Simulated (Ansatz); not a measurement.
## CuAu: equation of state with PBEsol

CuAu:

```
Au Cu
1.0
     1.44306    0.83315    4.25617
    -1.44306    0.83315    4.25617
     0.00000   -1.66630    4.25617
Au Cu
1 1
Direct
  0.00000 0.00000 0.00000
  0.50000 0.50000 0.50000
```

The cell comes from a database or a generator and needn't be the stable form of this composition.

| Item | Value |
| --- | --- |
| Program | Ansatz 0.2.0 |
| Task | equation of state |
| Functional | PBEsol |
| Potentials or basis | Ansatz PAW |
| Cutoff | 420 eV |
| Density cutoff | 1680 eV |
| k mesh | 11 × 11 × 11 |
| Occupations | fermi-dirac, width 0.05 eV |
| Spin | no spin polarisation |

```
Equilibrium volume                        : 14.50 Å³/atom
Bulk modulus at fixed shape and positions : 167 GPa
Pressure derivative of the bulk modulus   : 5.5
```

Energy against volume, from the lowest point:
```tsv
volume (Å³/atom)	energy (meV/atom)
14.430	0.00
14.737	1.71
15.044	9.50
15.351	22.61
15.658	40.33
15.965	62.07
16.272	87.28
```

All runs of the series together: 25 s on 2 threads of AMD EPYC 7R43 64-Core Processor (Zen 3), on a shared host.

Caveat: the cell was scaled at fixed shape and fractional positions, which overstates the stiffness of a crystal with free parameters, most of all of layers and chains. Spin-orbit coupling is left out, which matters for the levels of Au.
